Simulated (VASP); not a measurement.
## Tm: density of states with rSCAN

The system is Tm.

```
Tm
1.0
     0.00000    2.46803    2.46803
     2.46803    0.00000    2.46803
     4.93605    4.93605    0.00000
Tm
2
Direct
  0.00000 0.00000 0.00000
  0.00000 0.00000 0.50000
```

This isn't the form of Tm at room conditions, which is hcp.

```yaml
Program: VASP 6.6.1
Task: density of states
Functional: rSCAN
Potentials_or_basis: VASP PAW PBE potentials, release 64 (Tm_3), 4f in core
Cutoff: 520 eV
k_mesh: 9 × 9 × 9
Occupations: methfessel-paxton, width 0.2 eV
Spin: collinear spin, antiferromagnetic start
Starting_moments: "[2.0, -2.0] μB"
Fixed_moment: 4 μB
Supercell_matrix: "[1, 0, 0, 0, 1, 0, 0, 0, 2]"
Further_INCAR_settings: ALGO = Normal; EDIFF = 1.00e-07; NBANDS = 20
```

```
Pressure                                              : 6.5 GPa
Net moment                                            : 0.00 μB per cell
Valence electrons inside the program's atomic spheres : Tm 8.28
```

Stress tensor (GPa, compression positive):
```
 6.48 -0.06  0.06
-0.06  6.48  0.06
 0.06  0.06  6.48
```

Wall time 11 min on 1 thread of Intel(R) Xeon(R) Platinum 8488C (Sapphire Rapids), with other jobs on the host, peak memory 0.34 GiB.

Caveat: the magnetic or orbital state may not be the lowest; the moment is held away from its start; the PAW data sets were made with another functional, which shifts forces and pressure a little; spin-orbit coupling is left out, which moves the levels of the heavy elements; the 4f electrons are frozen in the core as for a trivalent ion, so they carry no moment and show no levels; the total moment is fixed, so each spin has its own Fermi level. The state reached can hang on the start; a lower one may exist.
